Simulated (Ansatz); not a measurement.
TiO2:

```xyz
12
Lattice="4.8127 0.0000 0.0000 0.0000 4.8719 0.0000 -0.8629 0.0000 4.9666" Properties=species:S:1:pos:R:3 pbc="T T T"
Ti    1.1513    0.2573    1.0586
Ti    3.2300    2.6932    1.4247
Ti    2.7985    4.6146    3.9080
Ti    0.7198    2.1787    3.5419
O    -0.4276    0.8622    4.2293
O     3.9459    3.2981    3.2206
O     4.3774    4.0097    0.7373
O     0.0039    1.5738    1.7460
O     1.7406    3.6911    2.3183
O     2.6406    1.2552    0.1650
O     2.2092    1.1808    2.6483
O     1.3092    3.6167    4.8016
```

The cell comes from a database or a generator and needn't be the stable form of this composition.

Base run:

```yaml
Program: Ansatz 0.2.0
Functional: PBEsol
Potentials_or_basis: Ansatz PAW
Cutoff: "420 eV (not typed: the program's choice for these potentials)"
k_mesh: 6 × 6 × 6
Occupations: fermi-dirac, width 0.05 eV
Spin: no spin polarisation
```

Its results: band gap on the k mesh 2.26 eV, indirect (least direct gap 2.33 eV); pressure -3.8 GPa; largest force 0.147 eV/Å.

Problem. The run is repeated on the same cell with these changes: functional from PBEsol to PBE; k mesh from 6 × 6 × 6 to 2 × 2 × 2. What comes out?

Solution. Band gap on the k mesh 2.30 eV, indirect (least direct gap 2.36 eV); pressure 4.2 GPa; largest force 0.146 eV/Å.

Several settings changed at once, so the effect can't be laid on one alone.

Caveats: some runs use coarse meshes; the PAW data sets come from PBE, with cores solved anew for the run's functional, which leaves a small shift of forces and pressure (some runs).
